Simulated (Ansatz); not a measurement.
Crystal: MoP.

```
Mo P
1.0
     3.22300    0.00000    0.00000
    -1.61150    2.79120    0.00000
     0.00000    0.00000    3.19100
Mo P
1 1
Direct
  0.00000 0.00000 0.00000
  0.33333 0.66667 0.50000
```

A run of Ansatz 0.2.0 on this cell left the log below. Logs are shortened: lines on timing, memory, paths and dates and some standing lists are left out, and cuts for length are marked.

```text
Warning: RAYON_NUM_THREADS=2 ignored (pool sized by the plan → 2); use --threads N
Engine: ansatz 0.2.0, x86_64-unknown-linux-gnu
Pseudopotentials: kind: paw
Pseudopotential: Mo, paw, valence charge 14, recommended cutoff 420 eV (normal), Mo.paw.azcp
Pseudopotential: P, paw, valence charge 5, recommended cutoff 420 eV (normal), P.paw.azcp
Functional definition: PBE
  parameter kappa = 0.804
  parameter beta = 0.06672455060314922
  exchange = pbe_x(kappa = kappa, mu = beta*pi^2/3)
  correlation = pbe_c(beta = beta)
Crystal: 2 atoms, lattice volume = 28.706 Å³
Basis set: ecut = 420 eV, 551 PW (Γ), exchange–correlation on 48×48×48 points (8 copies of the dense FFT grid, shifted against one another)
Bands: 14, of which v1, the nominal top of the filled ones, is band 10 counted from 1 (9 counted from 0)
Symmetry: 12 space group operations
Space group: P-6m2 (ITA 187), of the structure as read, at distance tolerance 3.1e-5 Å
k-points: 70 of 800 (time reversal used)
Non-local potential: Mo, projectors of the file, l = 0: 3, l = 1: 2, l = 2: 2, l = 3: 1
Non-local potential: P, projectors of the file, l = 0: 2, l = 1: 2, l = 2: 2
PAW form: soft (Blöchl's): semilocal exchange-correlation on the pseudo side does not see the compensation charge
PAW one-centre angular grid: Mo, 590 points (default); XC on 64 Gauss nodes
PAW one-centre angular grid: P, 110 points (default); XC on 64 Gauss nodes
Initial density: superposition of atomic densities (neutral atoms: chi_scale 0, normalization atom), corrected by the library's trained network
Initial wavefunctions: pseudopotential atomic-orbital guess
Functional: x = pbe(κ = 0.804, μ = 0.2195149727645171), c = pbe(β = 0.06672455060314922)
SCF iter   1: F=—  HF=-5713.071456 eV  |F-HF|=—  |Δ(HF+E_count)|=         —  Δρ=6.50e-3  dr2=4.43e-3  ethr=1.77e-3  ⟨swp⟩=5.0  Hψ=5748  notcnv=0
preconditioner: auto → none  [metal: Δε(μ)=0.059 eV  Ē_g=8.829 eV  σ=0.100 eV  W_gap=0.32  n_scr=8 (ndim 8)  ℏωp=23.0 eV  f_vac=0.000  D(μ)=0.46/eV (n_scr^D=0)  sad-step TF]
SCF iter   2: F=—  HF=-5713.072738 eV  |F-HF|=—  |Δ(HF+E_count)|=   1.28e-3  Δρ=3.86e-3  dr2=1.87e-3  ethr=2.33e-5  ⟨swp⟩=1.1  Hψ=1545  notcnv=0
SCF iter   3: F=—  HF=-5713.073458 eV  |F-HF|=—  |Δ(HF+E_count)|=   7.20e-4  Δρ=2.75e-4  dr2=1.42e-5  ethr=9.83e-6  ⟨swp⟩=2.1  Hψ=1328  notcnv=0
SCF iter   4: F=—  HF=-5713.073459 eV  |F-HF|=—  |Δ(HF+E_count)|=   7.15e-7  Δρ=6.06e-5  dr2=4.96e-7  ethr=7.49e-8  ⟨swp⟩=2.0  Hψ=1551  notcnv=0
iter 5 did not close the SCF: its close was put off for the readings that it lacked (scf_convergence_deferred on its scf_iter line)
SCF iter   5: F=-5713.073459 eV  HF=-5713.073459 eV  |F-HF|=1.41e-9  |Δ(HF+E_count)|=   2.86e-7  Δρ=1.16e-5  dr2=2.36e-8  ethr=2.61e-9  ⟨swp⟩=2.7  Hψ=1523  notcnv=0
SCF iter   6: F=-5713.073459 eV  HF=-5713.073459 eV  |F-HF|=7.73e-11  |Δ(HF+E_count)|=   6.57e-9  Δρ=1.97e-6  dr2=6.69e-10  ethr=1.24e-10  ⟨swp⟩=3.1  Hψ=3627  notcnv=0
SCF 1 converged in 6 iterations: F = -5713.073459 eV  dr2 = 6.69e-10
  greatest PAW one-centre occupation: 0.998 electrons in one spin orbital (limit 2), on the Mo atom at site 0 (counted from 0), in its partial waves of l = 0
SCF converged after 6 iterations
Free energy (F): -5713.073459 eV
Harris-Foulkes:  -5713.073459 eV  (|F-HF|=7.73e-11)
Internal energy: -5713.071193 eV  (E = F + TS)
E sigma→0 (E₀):  -5713.072326 eV
Entropy (-TS):   -0.002266 eV (-1.133 meV/atom)
Fermi energy:    17.246055 eV
--- Per-component energies (eV) ---
  E_band       = -62.590583
  E_kinetic    = 517.447689
  E_local      = -1025.528761  (includes V_loc(G=0)·N_el)
  E_nonlocal   = 176.316513
  E_hartree    = 357.075881
  E_xc         = -247.548061
  E_vxc        = -293.277204  (∫ρ·V_xc dr)
  E_paw        = -3770.834735  (= ΣΔE_a)
  E_vpaw       = -151.701225  (= ΣTr[D̂ρ^β])
  E_aug_tail   = 0.000052  (compensation charges beyond the density's cutoff)
  E_ewald      = -1719.999773
  E_smearing   = -0.002266  (= −TS)
  E_closure    = 0.000000  (closes the sum)
  Σ components = -5713.073459   (vs F -5713.073459, Δ=0.00e0)
--- Forces (eV/Å), atoms counted from 1 ---
  atom   1  Mo    -0.00000000    -0.00000000     0.00000000
  atom   2  P      0.00000000    -0.00000000     0.00000000
  max |Σ_I F_I| component: 1.30e-16 eV/Å
--- Stress (GPa, compression-positive) ---
        2.764126      -0.000000       0.000000
        0.000000       2.764126       0.000000
        0.000000       0.000000       2.127167
  P = ⅓ Tr σ = 2.5518 GPa (25.518 kbar)
--- Band table (eV; the first three rows and the last of 70) ---
  k-point 0: bands = ["-43.9323", "-18.0882", "-17.8722", "-17.8722", "3.3334", "13.0850", "13.9622", "13.9622", "16.5518", "17.5329", "17.5329", "21.3895", "21.3895", "22.8148"]
  k-point 1: bands = ["-43.9294", "-18.1321", "-17.8684", "-17.8684", "3.5850", "12.7522", "14.0788", "14.0788", "16.4901", "16.9596", "16.9596", "21.7704", "21.7704", "23.0234"]
  k-point 2: bands = ["-43.9224", "-18.2367", "-17.8592", "-17.8592", "4.2823", "11.6259", "14.3677", "14.3677", "16.0503", "16.0503", "16.9503", "21.5238", "21.5238", "23.5661"]
  k-point 69: bands = ["-43.8777", "-18.2970", "-18.0996", "-18.0328", "6.4022", "10.4891", "11.5317", "13.9782", "15.8669", "18.8728", "20.5223", "20.8035", "21.7506", "22.8309"]
```

Problem. What input gives this log?

Solution. Single point with PBE, no spin polarisation. The files as run (others can give the same):

input.yaml
```yaml
crystal:
  lattice:
    - [3.223, 0.0, 0.0]
    - [-1.6115, 2.7911998764, 0.0]
    - [0.0, 0.0, 3.191]
  atoms:
    - { symbol: Mo, position: [0.0, 0.0, 0.0] }
    - { symbol: P, position: [0.3333333333, 0.6666666667, 0.5] }
hamiltonian:
  xc: pbe
  pseudopotentials: { kind: paw }
kpoints:
  mp_grid: { grid: [10, 10, 8] }
scf:
  occupations: { method: gaussian, width: 0.1 }
output:
  forces: true
  stress: true
  eigenvalues: true
```

Potentials or basis: Ansatz PAW.
The run is started by
```sh
$ ansatz run input.yaml --threads 2 --pin off --max-ram 5632MiB --backend cpu --events-out ev --progress --plain --runs-dir out
```
